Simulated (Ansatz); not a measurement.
A plane-wave DFT run in Ansatz 0.2.0 (scalar-relativistic PAW potentials unless the input names others): input and command.

```yaml
crystal:
  lattice:
    - [2.576644425, 0.0, 0.0]
    - [0.0, 7.1737995637, 0.0]
    - [0.0, 0.0, 4.4587637214]
  atoms:
    - { symbol: B, position: [0.5, 0.0, 0.5000732539] }
    - { symbol: B, position: [0.5, 0.5, 7.32539e-05] }
    - { symbol: B, position: [0.0, 0.0, 7.32539e-05] }
    - { symbol: B, position: [0.0, 0.5, 0.5000732539] }
    - { symbol: "N", position: [0.5, 0.0, 0.1666267361] }
    - { symbol: "N", position: [0.5, 0.5, 0.6666267361] }
    - { symbol: "N", position: [0.0, 0.0, 0.6666267361] }
    - { symbol: "N", position: [0.0, 0.5, 0.1666267361] }
basis:
  ecutwfc: 500
kpoints:
  mp_grid: { grid: [10, 4, 6] }
hamiltonian:
  xc: r2scan
scf:
  occupations: { method: gaussian, width: 0.02 }
  n_extra_bands: 1
output:
  forces: true
  eigenvalues: true
  stress: true
relax:
  adjacent_minimum: "off"
  f_tol: 0.008
  max_steps: 40
```

```bash
ansatz run input.yaml --threads 1 --pin off --max-ram 2560MiB --backend cpu --events-out ev --progress --plain --runs-dir out
```

Abridged log:
```
Warning: output.stress: scf.convergence.dr2_threshold = 6.4e-8 eV (the default of a walk held to its f_tol) is looser than the 8e-10 eV advised for a printed stress (1e-10 eV for each atom of the cell: 8). ...
Basis set: ecut = 500 eV, 2083 PW (Γ), exchange–correlation on 80×216×144 points (64 copies of the dense FFT grid, shifted against one another)
Bands: 17, of which v1, the nominal top of the filled ones, is band 16 counted from 1 (15 counted from 0)
Symmetry: 16 space group operations
k-points: 72 of 240 (time reversal used)
SCF iter   1: F=—  HF=-2175.829828 eV  |F-HF|=—  |Δ(HF+E_count)|=         —  Δρ=7.93e-3  dr2=3.51e-2  dr2_τ=1.10e0  ethr=1.77e-3  ⟨swp⟩=6.9  Hψ=7043  notcnv=0
SCF iter   2: F=—  HF=-2176.069441 eV  |F-HF|=—  |Δ(HF+E_count)|=   2.40e-1  Δρ=4.93e-3  dr2=8.42e-3  dr2_τ=5.07e-4  ethr=1.10e-4  ⟨swp⟩=2.3  Hψ=3047  notcnv=0
SCF iter   3: F=—  HF=-2176.069144 eV  |F-HF|=—  |Δ(HF+E_count)|=   2.97e-4  Δρ=9.74e-4  dr2=6.94e-4  dr2_τ=2.61e-4  ethr=2.63e-5  ⟨swp⟩=2.8  Hψ=2348  notcnv=0
SCF iter   4: F=—  HF=-2176.069011 eV  |F-HF|=—  |Δ(HF+E_count)|=   1.34e-4  Δρ=3.44e-4  dr2=8.11e-5  dr2_τ=6.10e-6  ethr=2.17e-6  ⟨swp⟩=2.0  Hψ=2376  notcnv=0
SCF iter   5: F=—  HF=-2176.068989 eV  |F-HF|=—  |Δ(HF+E_count)|=   2.12e-5  Δρ=1.17e-4  dr2=7.27e-6  dr2_τ=7.21e-7  ethr=2.53e-7  ⟨swp⟩=2.0  Hψ=2366  notcnv=0
SCF iter   6: F=-2176.068991 eV  HF=-2176.068991 eV  |F-HF|=2.00e-7  |Δ(HF+E_count)|=   1.48e-6  Δρ=4.22e-5  dr2=1.02e-6  dr2_τ=1.99e-8  ethr=5.00e-9  ⟨swp⟩=5.6  Hψ=6220  notcnv=0
SCF 1 converged in 6 iterations: F = -2176.068991 eV  dr2 = 1.02e-6
relax step   1: F+E_penalty+E_count = -2176.06899075 eV  Δ(F+E_penalty+E_count) = +0.000e0 eV  max|allowed force component| = 1.741e-3 eV/Å  Δτ_max = 0.0000 Å  (6 SCF iters, dr2 threshold 1.60e-6 eV, accepted)
Initial density: handed on by an earlier stage of this run
Initial wavefunctions: those handed on with the density
SCF iter   1: F=—  HF=-2176.068991 eV  |F-HF|=—  |Δ(HF+E_count)|=         —  Δρ=4.22e-5  dr2=1.02e-6  dr2_τ=1.99e-8  ethr=3.20e-9  ⟨swp⟩=1.0  Hψ=4178  notcnv=0
SCF iter   2: F=—  HF=-2176.068991 eV  |F-HF|=—  |Δ(HF+E_count)|=   4.55e-9  Δρ=2.12e-5  dr2=1.26e-7  dr2_τ=3.08e-8  ethr=3.20e-9  ⟨swp⟩=2.0  Hψ=2207  notcnv=0
SCF iter   3: F=-2176.068991 eV  HF=-2176.068991 eV  |F-HF|=1.11e-8  |Δ(HF+E_count)|=   3.96e-8  Δρ=9.01e-6  dr2=2.86e-8  dr2_τ=3.48e-9  ethr=2.00e-10  ⟨swp⟩=4.2  Hψ=5169  notcnv=0
SCF 2 converged in 3 iterations: F = -2176.068991 eV  dr2 = 2.86e-8
relax step   2: F+E_penalty+E_count = -2176.06899100 eV  Δ(F+E_penalty+E_count) = -2.459e-7 eV  max|allowed force component| = 1.739e-3 eV/Å  Δτ_max = 0.0000 Å  (3 SCF iters, accepted)
SCF iter   1: F=—  HF=-2176.068991 eV  |F-HF|=—  |Δ(HF+E_count)|=         —  Δρ=9.01e-6  dr2=2.86e-8  dr2_τ=3.48e-9  ethr=8.94e-11  ⟨swp⟩=1.0  Hψ=6770  notcnv=0
SCF iter   2: F=-2176.068991 eV  HF=-2176.068991 eV  |F-HF|=4.18e-9  |Δ(HF+E_count)|=   9.72e-9  Δρ=4.87e-6  dr2=6.21e-9  dr2_τ=6.82e-10  ethr=8.94e-11  ⟨swp⟩=3.5  Hψ=3912  notcnv=0
SCF 3 converged in 2 iterations: F = -2176.068991 eV  dr2 = 6.21e-9
SCF converged after 2 iterations
Free energy (F): -2176.068991 eV
Harris-Foulkes:  -2176.068991 eV  (|F-HF|=4.18e-9)
Internal energy: -2176.068991 eV  (E = F + TS)
E sigma→0 (E₀):  -2176.068991 eV
Fermi energy:    5.488859 eV
--- Forces (eV/Å), atoms counted from 1 ---
  atom   1  B      0.00000000     0.00000000    -0.00172324
  atom   2  B      0.00000000     0.00000000    -0.00172324
  atom   3  B      0.00000000     0.00000000    -0.00172324
  atom   4  B      0.00000000     0.00000000    -0.00172324
  atom   5  N      0.00000000     0.00000000     0.00175384
  atom   6  N      0.00000000     0.00000000     0.00175384
  atom   7  N      0.00000000     0.00000000     0.00175384
  atom   8  N      0.00000000     0.00000000     0.00175384
--- Stress (GPa, compression-positive) ---
      -26.778824       0.000000       0.000000
        0.000000      -0.436013       0.000000
        0.000000       0.000000     -26.732441
  P = ⅓ Tr σ = -17.9824 GPa (-179.824 kbar)
--- Relaxed structure (2 steps of the walk, 2 accepted, 0 SCFs on fresh bases) ---
  F+E_penalty+E_count = -2176.06899100 eV   max|allowed force component| = 1.739e-3 eV/Å
  atoms:
    - { symbol: B, position: [0.5, 0.0, 0.5000732539] }
    - { symbol: B, position: [0.5, 0.5, 7.32539e-5] }
    - { symbol: B, position: [0.0, 0.0, 7.32539e-5] }
    - { symbol: B, position: [0.0, 0.5, 0.5000732539] }
    - { symbol: N, position: [0.5, 0.0, 0.16662673] }
    - { symbol: N, position: [0.5, 0.5, 0.6666267361] }
    - { symbol: N, position: [0.0, 0.0, 0.6666267361] }
    - { symbol: N, position: [0.0, 0.5, 0.16662673] }
```

Apart from outputs, the input differs from a reference run on usual settings in scf.n_extra_bands: not typed → 1. The reference, at the same start, ended its own course with pressure -17.98 GPa, largest force 0.002 eV/Å, gap on the mesh 4.19 eV. This run converged in 11 SCF iterations over all its steps (reference: 11) with an energy at zero smearing within 0.01 meV/atom of the reference's, pressure -17.98 GPa, largest force 0.002 eV/Å, gap on the mesh 4.19 eV.

Time: 69 s on 1 thread of Intel(R) Xeon(R) Processor @ 2.70GHz, with other jobs on the host, peak memory 0.54 GiB.